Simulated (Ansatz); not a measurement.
This is a single-point calculation with the plane-wave code Ansatz on CuI, h-MgO type (no longer in that coordination); the level of theory is r2SCAN. The cell was relaxed with r2SCAN and then strained (isotropic +1.59 % on every length), with the atoms relaxed again with r2SCAN; k points keep the names of the unstrained zone.

```yaml
crystal:
  lattice:
    - [4.445108254, 0.0, 0.0]
    - [-2.222554127, 3.8495766705, 0.0]
    - [0.0, 0.0, 7.3691268456]
  atoms:
    - { symbol: Cu, position: [0.3333333333, 0.6666666667, 0.25] }
    - { symbol: Cu, position: [0.6666666667, 0.3333333333, 0.75] }
    - { symbol: I, position: [0.6666666667, 0.3333333333, 0.25] }
    - { symbol: I, position: [0.3333333333, 0.6666666667, 0.75] }
kpoints:
  mp_grid: { grid: [6, 6, 4] }
  band_path:
    path:
      - [0.0, 0.0, 0.0]
      - [0.5, 0.0, 0.0]
      - [0.3333333333, 0.3333333333, 0.0]
      - [0.0, 0.0, 0.5]
      - [0.5, 0.0, 0.5]
      - [0.3333333333, 0.3333333333, 0.5]
    npoints: 1
hamiltonian:
  xc: r2scan
scf:
  occupations: { method: fixed }
  n_extra_bands: 5
output:
  forces: true
  stress: true
  eigenvalues: true
  write_density: true
  write_potential: true
  elf: true
  volumetric_format: npy
```

In the abridged output below, numbers in square brackets stand for lines, or ends of lines, that were taken out.
```
scf.n_extra_bands = 5 over 36 filled bands (N_el = 72.0): the run solves 41 bands
Pseudopotential: Cu, paw, valence charge 19, recommended cutoff 500 eV (meta_gga)
Pseudopotential: I, paw, valence charge 17, recommended cutoff 500 eV (meta_gga)
Functional definition: r2SCAN
Crystal: 4 atoms, lattice volume = 126.099 Å³
Basis set: ecut = 500 eV, 3189 PW (Γ)
[1]
preconditioner: auto → Resta (q_TF=auto, 2.485 Å⁻¹)  ε∞=6.8  [insulator: Δε(μ)=1.739 eV  ℏωp=19.8 eV]
SCF 1 converged in 8 iterations: F = -28318.900155 eV  dr2 = 4.99e-8
Free energy (F): -28318.900155 eV
Fermi energy:    6.319486 eV
--- Stress (GPa, compression-positive) ---
[2]
--- Band table (eV; the first three rows and the last of 21) ---
  k-point 0: bands = […, 4.7501, 4.9269, 6.1155, 6.1155, 6.3195, 6.3195, 7.8477, 7.9342, 11.5527, 11.5527, …]
  k-point 1: bands = […, 4.9133, 4.9527, 6.1449, 6.1449, 6.2893, 6.2893, 8.0720, 8.1551, 11.5961, 11.5961, …]
  k-point 2: bands = […, 4.9851, 4.9851, 6.2166, 6.2166, 6.2166, 6.2166, 8.3295, 8.3295, 11.7765, 11.7765, …]
  k-point 20: bands = […, 4.7574, 4.7574, 4.9020, 4.9020, 5.6130, 5.6130, 10.0961, 10.0961, 11.5874, 11.5874, …]
```

Q: What stood in the gaps? They hold the stress, the symmetry found.

A:
```
[1]
Symmetry: 24 space group operations
Space group: P63/mmc (ITA 194)
[2]
       -2.170260       0.000000       0.000000
        0.000000      -2.170260       0.000000
        0.000000       0.000000      -0.474099
  P = ⅓ Tr σ = -1.6049 GPa (-16.049 kbar)
```

bands.tsv, columns around the gap (it counts bands from 0):
```tsv
# k_distance	band_31	band_32	band_33	band_34	band_35	band_36	band_37	band_38	band_39
# fermi_ev = 6.319486
# [0, 0, 0] at k_distance = 0.000000
# [0.5, 0, 0] at k_distance = 0.816088
# [0.3333333333, 0.3333333333, 0] at k_distance = 1.287256
# [0, 0, 0.5] at k_distance = 2.321542
# [0.5, 0, 0.5] at k_distance = 3.137630
# [0.3333333333, 0.3333333333, 0.5] at k_distance = 3.608798
# levels_relative_to = fermi_ev
0.000	-1.393	-0.204	-0.204	0.000	0.000	1.528	1.615	5.233	5.233
0.816	-1.374	-1.365	-1.219	-1.189	-0.912	2.636	3.342	4.125	5.780
1.287	-1.584	-1.417	-1.417	-0.993	-0.993	4.821	4.859	4.859	5.231
2.322	-1.334	-0.103	-0.103	-0.103	-0.103	2.010	2.010	5.457	5.457
3.138	-1.443	-1.287	-1.287	-0.824	-0.824	3.057	3.057	3.800	3.800
3.609	-1.562	-1.417	-1.417	-0.707	-0.707	3.777	3.777	5.268	5.268
```
In order the rows are Γ, M, K, A, L, H.

Command: `ansatz run input.yaml --threads 4 --pin off --max-ram 3686MiB --backend cpu --events-out ev --progress --plain --runs-dir out`.

(Calculated; spin-unpolarised; the phase may be known or hypothetical.)

No spin-orbit coupling is included; it can move band edges with weight on the heavy atoms by tenths of an eV.
